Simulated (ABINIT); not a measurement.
The system is CaO.

```
CELL_PARAMETERS angstrom
0.00000 2.40356 2.40356
2.40356 0.00000 2.40356
2.40356 2.40356 0.00000
ATOMIC_POSITIONS crystal
Ca 0.00000 0.00000 0.00000
O 0.50000 0.50000 0.50000
```

The cell is a database's computed one.

Base run:

```yaml
Program: ABINIT 10.8.3 (patched build)
Functional: PBE
Potentials_or_basis: PseudoDojo NC SR PBE v0.4.1 standard
Cutoff: 952 eV
k_mesh: 6 × 6 × 6
Occupations: fixed
Spin: no spin polarisation
```

Its results: band gap on the k mesh 3.66 eV, indirect (least direct gap 4.04 eV).

Q: The run is repeated on the same cell with these changes: functional from PBE to HSE06. What comes out?

A: Band gap on the k mesh 5.27 eV, indirect (least direct gap 5.70 eV).

HSE06 gives the wider gap, since exact exchange removes part of the self-interaction.

Caveats: Libxc's HSE differs a little from that of other programs (some runs).

A k mesh can miss the band edges.
